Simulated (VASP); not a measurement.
# Rb (Fm-3m) in VASP: a series of runs

One crystal, Rb, is run at these levels: r2SCAN; tasks: single point.

All numbers are computed with VASP 6.6.1; they aren't measurements. Logs are shortened: lines on timing, memory, paths and dates and some standing lists are left out, and cuts for length are marked.

## 1. Starting point

The structure is cubic, space group Fm-3m (No. 225). Conventional cell: a = 7.280 Å, b = 7.280 Å, c = 7.280 Å, α = 90.00°, β = 90.00°, γ = 90.00°.

This isn't the form of Rb at room conditions, which is bcc.

## 2. Single point, r2SCAN

Input file INCAR:

```
SYSTEM = Rb
PREC = Accurate
ENCUT = 250
EDIFF = 1E-6
ISMEAR = 1
SIGMA = 0.2
LREAL = .FALSE.
LASPH = .TRUE.
NELM = 100
ALGO = Normal
ISIF = 2
LWAVE = .FALSE.
LCHARG = .FALSE.
METAGGA = R2SCAN
LMIXTAU = .TRUE.
ADDGRID = .FALSE.
```

Input file KPOINTS:

```
regular mesh
0
G
  9 9 9
  0 0 0
```

Input file POSCAR:

```
Rb
1.0
    0.0000000000      3.6398846700      3.6398846700
    3.6398846700      0.0000000000      3.6398846700
    3.6398846700      3.6398846700      0.0000000000
Rb
1
Direct
    0.0000000000      0.0000000000      0.0000000000
```

Potentials or basis: VASP PAW PBE potentials, release 64 (Rb_sv).

Launch:

```bash
$ cat potpaw_PBE.64/Rb_sv/POTCAR > POTCAR
$ mpirun -np 1 vasp_std > vasp.out
```

OUTCAR:

```text
SYSTEM = Rb
   PREC = Accurate
   ENCUT = 250
   EDIFF = 1E-6
   ISMEAR = 1
   LREAL = .FALSE.
   LASPH = .TRUE.
   NELM = 100
   ISIF = 2
   METAGGA = R2SCAN

 Found     35 irreducible k-points:

 Following reciprocal coordinates:
            Coordinates               Weight
  0.000000  0.000000  0.000000      1.000000
  0.111111  0.000000  0.000000      8.000000
  0.222222  0.000000  0.000000      8.000000
  0.333333  0.000000  0.000000      8.000000
  0.444444  0.000000  0.000000      8.000000
  0.111111  0.111111  0.000000      6.000000
   k-points           NKPTS =     35   k-points in BZ     NKDIM =     35   number of bands    NBANDS=      8
   number of dos      NEDOS =    301   number of ions     NIONS =      1
   total plane-waves  NPLWV =  21952
   dimension x,y,z NGX =    28 NGY =   28 NGZ =   28
   dimension x,y,z NGXF=    56 NGYF=   56 NGZF=   56
   ions per type =               1
   NGX,Y,Z   is equivalent  to a cutoff of   9.04,  9.04,  9.04 a.u.
   NGXF,Y,Z  is equivalent  to a cutoff of  18.09, 18.09, 18.09 a.u.
 SYSTEM =  Rb
   PREC   = accura    normal or accurate (medium, high low for compatibility)
   ISTART =      0    job   : 0-new  1-cont  2-samecut
   ICHARG =      2    charge: 1-file 2-atom 10-const
   ISPIN  =      1    spin polarized calculation?
   LNONCOLLINEAR =      F non collinear calculations
   LSORBIT =      F    spin-orbit coupling
   LASPH  =      T    aspherical Exc in radial PAW
   ENCUT  =  250.0 eV  18.37 Ry    4.29 a.u.   6.64  6.64  6.64*2*pi/ulx,y,z
   NELM   =    100;   NELMIN=  2; NELMDL= -5     # of ELM steps
   EDIFF  = 0.1E-05   stopping-criterion for ELM
   LREAL  =      F    real-space projection
   EDIFFG = 0.1E-04   stopping-criterion for IOM
   NSW    =      0    number of steps for IOM
   IBRION =     -1    ionic relax: 0-MD 1-quasi-New 2-CG
   NFREE  =      0    steps in history (QN), initial steepest desc. (CG)
   ISIF   =      2    stress and relaxation
   ISYM   =      2    0-nonsym 1-usesym 2-fastsym
   POTIM  = 0.5000    time-step for ionic-motion
   TEBEG  =    0.0;   TEEND  =   0.0 temperature during run
   PSTRESS=    0.0 pullay stress
   NELECT =       9.0000    total number of electrons
   NUPDOWN=      -1.0000    fix difference up-down
   EMIN   =  10.00;   EMAX   =-10.00  energy-range for DOS
   EFERMI =   0.00;   METHOD = LEGACY
   ISMEAR =     1;   SIGMA  =   0.20  broadening in eV -4-tet -1-fermi 0-gaus
   EFERMI_NEDOS =   21; number of points for ismear=-14 and -15
   IALGO  =     38    algorithm
   IMIX   =      4    mixing-type and parameters
     AMIX     =   0.40;   BMIX     =  1.00
     AMIX_MAG =   1.60;   BMIX_MAG =  1.00
  volume/ion in A,a.u.               =      96.45       650.86
  Fermi-wavevector in a.u.,A,eV,Ry     =   0.742548  1.403213  7.501953  0.551378
  Thomas-Fermi vector in A             =   1.837453
   LORBIT       =      0    0 simple, 1 ext, 2 COOP (PROOUT), +10 PAW based schemes
   METAGGA = R2SCAN    functional components
   LHFCALC =     F    Hartree Fock is set to
   AEXX    =    0.0000 exact exchange contribution
   IVDW    =     0    specifies the selected vdW correction
   LEPSILON=     F    determine dielectric tensor
   LRPA    =     F    only Hartree local field effects (RPA)
 non-spin polarized calculation
 Methfessel and Paxton  Order N= 1 SIGMA  =   0.20
  energy-cutoff  :      250.00
  volume of cell :       96.45
 maximum number of plane-waves:       893
   NGX = 13   NGY = 13   NGZ = 13

 number of electron       9.0000000 magnetization

 Free energy of the ion-electron system (eV)
  ---------------------------------------------------
  ext. energy  EPLUGINS =         0.00000000
  ---------------------------------------------------
  free energy    TOTEN  =       -13.91991946 eV

  energy without entropy =      -13.92023675  energy(sigma->0) =      -13.92002522

 E-fermi :  -0.0108     XC(G=0):  -5.5924

 val. band max:       -0.1222632347   @ k =   0.4444   0.0000   0.0000
 cond. band min:      -0.0094767402   @ k =   0.4444   0.3333   0.0000
 fundamental gap:      0.1127864945
 Fermi energy:        -0.0108249748

 k-point     1 :       0.0000    0.0000    0.0000
  band No.  band energies     occupation
      1     -30.1620      2.00000
      2     -13.6591      2.00000
      3     -13.6591      2.00000
      4     -13.6591      2.00000
      5      -2.0880      2.00000
      6       3.9017     -0.00000
      7       3.9018     -0.00000
      8       3.9018     -0.00000

 k-point     2 :       0.1111    0.0000    0.0000
  band No.  band energies     occupation
      1     -30.1616      2.00000
      2     -13.6686      2.00000
      3     -13.6603      2.00000
      4     -13.6603      2.00000
      5      -1.9489      2.00000
      6       3.4699     -0.00000
      7       3.9554     -0.00000
      8       3.9555     -0.00000

 k-point     3 :       0.2222    0.0000    0.0000
  band No.  band energies     occupation
      1     -30.1607      2.00000
      2     -13.6926      2.00000
      3     -13.6636      2.00000
      4     -13.6635      2.00000
      5      -1.5444      2.00000
      6       2.6448     -0.00000
      7       3.9778     -0.00000
      8       3.9778     -0.00000

 k-point     4 :       0.3333    0.0000    0.0000
  band No.  band energies     occupation
      1     -30.1595      2.00000
      2     -13.7195      2.00000
      3     -13.6671      2.00000
      4     -13.6671      2.00000
      5      -0.9129      2.00000
      6       1.7379     -0.00000
      7       3.8181     -0.00000
      8       3.8181     -0.00000

 k-point     5 :       0.4444    0.0000    0.0000
  band No.  band energies     occupation
      1     -30.1588      2.00000
      2     -13.7370      2.00000
      3     -13.6695      2.00000
      4     -13.6695      2.00000
      5      -0.1223      1.79976
      6       0.8209     -0.00000
      7       3.6792     -0.00000
      8       3.6792     -0.00000

 k-point     6 :       0.1111    0.1111    0.0000
  band No.  band energies     occupation
      1     -30.1615      2.00000
      2     -13.6685      2.00000
      3     -13.6624      2.00000
      4     -13.6624      2.00000
      5      -1.9028      2.00000
      6       3.4635     -0.00000
      7       3.9277     -0.00000
      8       3.9277     -0.00000

 [... further k-points ...]

------------------------ aborting loop because EDIFF is reached ----------------------------------------

  FORCE on cell =-STRESS in cart. coord.  units (eV):
  Direction    XX          YY          ZZ          XY          YZ          ZX
  --------------------------------------------------------------------------------------
  -------------------------------------------------------------------------------------
  Total       -0.0507191     -0.0507191     -0.0507191      0.0000000      0.0000000      0.0000000
  in kB       -0.8425383     -0.8425383     -0.8425383      0.0000000      0.0000000      0.0000000
  external PRESSURE =      -0.8425383 kB  Pullay stress =       0.0000000 kB

 VOLUME and BASIS-vectors are now :
 -----------------------------------------------------------------------------
  energy-cutoff  :      250.00
  volume of cell :       96.45
      direct lattice vectors                 reciprocal lattice vectors
     0.000000000  3.639884670  3.639884670    -0.137366990  0.137366990  0.137366990
     3.639884670  0.000000000  3.639884670     0.137366990 -0.137366990  0.137366990
     3.639884670  3.639884670  0.000000000     0.137366990  0.137366990 -0.137366990

 POSITION                                       TOTAL-FORCE (eV/Angst)
 -----------------------------------------------------------------------------------
      0.00000      0.00000      0.00000         0.000000     -0.000000     -0.000000
 -----------------------------------------------------------------------------------
    total drift:                               -0.000000     -0.000000     -0.000000

  FREE ENERGIE OF THE ION-ELECTRON SYSTEM (eV)
  ---------------------------------------------------
  free  energy   TOTEN  =       -13.9199194630 eV

  energy  without entropy=      -13.9202367457  energy(sigma->0) =      -13.92002522
```

OSZICAR:

```text
N       E                     dE             d eps       ncg     rms          rms(c)
DAV:   1     0.182671466886E+02    0.18267E+02   -0.24288E+03   568   0.476E+02
DAV:   2    -0.152424532604E+02   -0.33510E+02   -0.33379E+02   576   0.126E+02
DAV:   3    -0.169879643740E+02   -0.17455E+01   -0.17449E+01   872   0.305E+01
[... 34 lines left out ...]
DAV:  38    -0.139199374631E+02    0.46438E-05   -0.61577E-06   592   0.217E-02    0.106E-02
DAV:  39    -0.139199274229E+02    0.10040E-04   -0.17546E-05   560   0.340E-02    0.930E-03
DAV:  40    -0.139199244381E+02    0.29848E-05   -0.42348E-06   624   0.174E-02    0.692E-03
DAV:  41    -0.139199192877E+02    0.51504E-05   -0.80132E-06   560   0.182E-02    0.610E-03
DAV:  42    -0.139199194630E+02   -0.17526E-06   -0.79721E-07   744   0.711E-03
   1 F= -.13919919E+02 E0= -.13920025E+02  d E =0.317283E-03
```

Run time: 56 s. Hardware: 1 thread of Intel Xeon 6975P-C (Granite Rapids), shared host; peak memory 0.15 GiB.

These settings aren't checked as converged: the numbers below hold their error.

Results:

| Item | Value |
| --- | --- |
| Free energy | -13.9199 eV |
| Band gap on the k mesh | none (metal or under the smearing width) |

Caveat: the cutoff is under 1.25 times the usual one of these potentials, so pressure, stress and relaxed cells hold a basis-set (Pulay) error; the PAW data sets were made with another functional, which shifts forces and pressure a little.

## 3. Single point, r2SCAN

INCAR is that of step 2.

KPOINTS is that of step 2.

Input file POSCAR:

```
Rb
1.0
    0.0790870000      3.6559800000      3.6130310000
    3.6559400000      0.0406780000      3.6514400000
    3.6810400000      3.7194890000      0.0155780000
Rb
1
Direct
   -0.0191540000      0.0033960000      0.0084760000
```

Potentials or basis: VASP PAW PBE potentials, release 64 (Rb_sv).

Launch:

```bash
$ cat potpaw_PBE.64/Rb_sv/POTCAR > POTCAR
$ mpirun -np 1 vasp_std > vasp.out
```

OUTCAR:

```text
SYSTEM = Rb
   PREC = Accurate
   ENCUT = 250
   EDIFF = 1E-6
   ISMEAR = 1
   LREAL = .FALSE.
   LASPH = .TRUE.
   NELM = 100
   ISIF = 2
   METAGGA = R2SCAN

 Found    365 irreducible k-points:

 Following reciprocal coordinates:
            Coordinates               Weight
  0.000000  0.000000  0.000000      1.000000
  0.111111  0.000000  0.000000      2.000000
  0.222222  0.000000  0.000000      2.000000
  0.333333  0.000000  0.000000      2.000000
  0.444444  0.000000  0.000000      2.000000
 -0.000000  0.111111  0.000000      2.000000
   k-points           NKPTS =    365   k-points in BZ     NKDIM =    365   number of bands    NBANDS=      8
   number of dos      NEDOS =    301   number of ions     NIONS =      1
   total plane-waves  NPLWV =  21952
   dimension x,y,z NGX =    28 NGY =   28 NGZ =   28
   dimension x,y,z NGXF=    56 NGYF=   56 NGZF=   56
   ions per type =               1
   NGX,Y,Z   is equivalent  to a cutoff of   9.06,  9.01,  8.90 a.u.
   NGXF,Y,Z  is equivalent  to a cutoff of  18.11, 18.02, 17.79 a.u.
 SYSTEM =  Rb
   PREC   = accura    normal or accurate (medium, high low for compatibility)
   ISTART =      0    job   : 0-new  1-cont  2-samecut
   ICHARG =      2    charge: 1-file 2-atom 10-const
   ISPIN  =      1    spin polarized calculation?
   LNONCOLLINEAR =      F non collinear calculations
   LSORBIT =      F    spin-orbit coupling
   LASPH  =      T    aspherical Exc in radial PAW
   ENCUT  =  250.0 eV  18.37 Ry    4.29 a.u.   6.63  6.66  6.75*2*pi/ulx,y,z
[... 60 lines left out ...]
      2     -13.6590      2.00000
      3     -13.6588      2.00000
      4     -13.6586      2.00000
      5      -2.0881      2.00000
      6       3.7843     -0.00000
      7       3.8873     -0.00000
      8       4.0367      0.00000
[... 45 lines left out ...]
 k-point     6 :      -0.0000    0.1111    0.0000
  band No.  band energies     occupation
      1     -30.1613      2.00000
      2     -13.6685      2.00000
      3     -13.6603      2.00000
      4     -13.6599      2.00000
      5      -1.9482      2.00000
      6       3.4829     -0.00000
      7       3.8341     -0.00000
      8       4.0681      0.00000

 [... further k-points ...]

------------------------ aborting loop because EDIFF is reached ----------------------------------------

  FORCE on cell =-STRESS in cart. coord.  units (eV):
  Direction    XX          YY          ZZ          XY          YZ          ZX
  --------------------------------------------------------------------------------------
  -------------------------------------------------------------------------------------
  Total       -0.0611956     -0.0617201     -0.0643376     -0.0306691      0.0059172     -0.0169103
  in kB       -1.0165716     -1.0252849     -1.0687652     -0.5094696      0.0982964     -0.2809104
  external PRESSURE =      -1.0368739 kB  Pullay stress =       0.0000000 kB

 VOLUME and BASIS-vectors are now :
 -----------------------------------------------------------------------------
  energy-cutoff  :      250.00
  volume of cell :       96.45
      direct lattice vectors                 reciprocal lattice vectors
     0.079087000  3.655980000  3.613031000    -0.140810279  0.138770703  0.139437870
     3.655940000  0.040678000  3.651440000     0.138745112 -0.137882505  0.136484505
     3.681040000  3.719489000  0.015578000     0.136888613  0.133960839 -0.138549672

 POSITION                                       TOTAL-FORCE (eV/Angst)
 -----------------------------------------------------------------------------------
      0.12119      3.61762      3.55636        -0.000000      0.000000      0.000000
 -----------------------------------------------------------------------------------
    total drift:                               -0.000001     -0.000000     -0.000001

  FREE ENERGIE OF THE ION-ELECTRON SYSTEM (eV)
  ---------------------------------------------------
  free  energy   TOTEN  =       -13.9193339456 eV

  energy  without entropy=      -13.9196298065  energy(sigma->0) =      -13.91943257
```

It took 6.4 min on 1 thread of Intel Xeon 6975P-C (Granite Rapids), shared host; peak memory 0.23 GiB.

The run converged, but some of its settings lie outside the range that counts as converged, so its numbers aren't taken as properties of the crystal.

Results:

| Item | Value |
| --- | --- |
| Free energy | -13.9193 eV |
| Band gap on the k mesh | none (metal or under the smearing width) |

Caveat: the cutoff is under 1.25 times the usual one of these potentials, so pressure, stress and relaxed cells hold a basis-set (Pulay) error; the PAW data sets were made with another functional, which shifts forces and pressure a little.

## 4. Single point, r2SCAN

INCAR, as its differences from that of step 3:

```diff
@@ -2,3 +2,3 @@
 PREC = Accurate
-ENCUT = 250
+ENCUT = 900
 EDIFF = 1E-6
```

Input file KPOINTS:

```
regular mesh
0
G
  5 5 5
  0 0 0
```

Input file POSCAR:

```
Rb
1.0
    0.0000000000      3.6398846700      3.6398846700
    3.6398846700      0.0000000000      3.6398846700
    3.6398846700      3.6398846700      0.0000000000
Rb
1
Direct
    0.0000000000      0.0000000000      0.0000000000
```

Potentials or basis: VASP PAW PBE potentials, release 64 (Rb_sv).

Launch:

```bash
$ cat potpaw_PBE.64/Rb_sv/POTCAR > POTCAR
$ mpirun -np 1 vasp_std > vasp.out
```

OUTCAR:

```text
SYSTEM = Rb
   PREC = Accurate
   ENCUT = 900
   EDIFF = 1E-6
   ISMEAR = 1
   LREAL = .FALSE.
   LASPH = .TRUE.
   NELM = 100
   ISIF = 2
   METAGGA = R2SCAN

 Found     10 irreducible k-points:

 Following reciprocal coordinates:
            Coordinates               Weight
  0.000000  0.000000  0.000000      1.000000
  0.200000  0.000000  0.000000      8.000000
  0.400000  0.000000  0.000000      8.000000
  0.200000  0.200000  0.000000      6.000000
  0.400000  0.200000  0.000000     24.000000
 -0.400000  0.200000  0.000000     24.000000
   k-points           NKPTS =     10   k-points in BZ     NKDIM =     10   number of bands    NBANDS=      8
[... 143 lines left out ...]

  FORCE on cell =-STRESS in cart. coord.  units (eV):
  Direction    XX          YY          ZZ          XY          YZ          ZX
  --------------------------------------------------------------------------------------
  -------------------------------------------------------------------------------------
  Total       -0.0379811     -0.0379811     -0.0379811      0.0000000     -0.0000000      0.0000000
  in kB       -0.6309365     -0.6309365     -0.6309365      0.0000000     -0.0000000      0.0000000
  external PRESSURE =      -0.6309365 kB  Pullay stress =       0.0000000 kB

 VOLUME and BASIS-vectors are now :
 -----------------------------------------------------------------------------
  energy-cutoff  :      900.00
  volume of cell :       96.45
      direct lattice vectors                 reciprocal lattice vectors
     0.000000000  3.639884670  3.639884670    -0.137366990  0.137366990  0.137366990
     3.639884670  0.000000000  3.639884670     0.137366990 -0.137366990  0.137366990
     3.639884670  3.639884670  0.000000000     0.137366990  0.137366990 -0.137366990

 POSITION                                       TOTAL-FORCE (eV/Angst)
 -----------------------------------------------------------------------------------
      0.00000      0.00000      0.00000         0.000000      0.000000      0.000000
 -----------------------------------------------------------------------------------
    total drift:                                0.000000      0.000000      0.000000

  FREE ENERGIE OF THE ION-ELECTRON SYSTEM (eV)
  ---------------------------------------------------
  free  energy   TOTEN  =       -13.9454985073 eV

  energy  without entropy=      -13.9483009770  energy(sigma->0) =      -13.94643266
```

stdout:

```text
POSCAR found type information on POSCAR Rb
 POSCAR found :  1 types and       1 ions
 scaLAPACK will be used
 -----------------------------------------------------------------------------
|                                                                             |
|                                                                             |
|     You enforced a specific xc type in the INCAR file but a different       |
|     I HOPE YOU KNOW WHAT YOU ARE DOING!                                     |
|                                                                             |
 -----------------------------------------------------------------------------

 LDA part: xc-table for (None), standard interpolation
 POSCAR, INCAR and KPOINTS ok, starting setup
 FFT: planning ... GRIDC
 FFT: planning ... GRID_SOFT
 FFT: planning ... GRID
 WAVECAR not read
 entering main loop
```

Run time: 2 min. Hardware: 1 thread of Intel Xeon 6975P-C (Granite Rapids), shared host; peak memory 0.39 GiB.

The run converged, but some of its settings lie outside the range that counts as converged, so its numbers aren't taken as properties of the crystal.

What came out:

| Property | Result |
| --- | --- |
| Free energy | -13.9455 eV |
| Pressure | -0.1 GPa |
| Band gap on the k mesh | none (metal or under the smearing width) |

Caveat: the PAW data sets were made with another functional, which shifts forces and pressure a little.

## 5. Single point, r2SCAN

INCAR, as its differences from that of step 4:

```diff
@@ -2,3 +2,3 @@
 PREC = Accurate
-ENCUT = 900
+ENCUT = 300
 EDIFF = 1E-6
```

Input file KPOINTS:

```
regular mesh
0
G
  9 9 9
  0 0 0
```

POSCAR is that of step 4.

Launch:

```bash
$ cat potpaw_PBE.64/Rb_sv/POTCAR > POTCAR
$ mpirun -np 1 vasp_std > vasp.out
```

Wall time 72 s (1 thread of Intel Xeon 6975P-C (Granite Rapids), shared host); peak memory 0.16 GiB.

The run converged, but some of its settings lie outside the range that counts as converged, so its numbers aren't taken as properties of the crystal.

Results:

```
Free energy            : -13.9171 eV
Pressure               : -0.1 GPa
Band gap on the k mesh : none (metal or under the smearing width)
```

Caveat: the PAW data sets were made with another functional, which shifts forces and pressure a little.

## 6. For comparison

An earlier run on the cell as given: functional PBE; potentials or basis VASP PAW PBE potentials, release 64 (Rb_sv); cutoff 520 eV; k mesh 6 × 6 × 6; occupations fermi-dirac, width 0.05 eV; no spin polarisation.

- Pressure: -0.1 GPa
- Band gap on the k mesh: none (metal or under the smearing width)
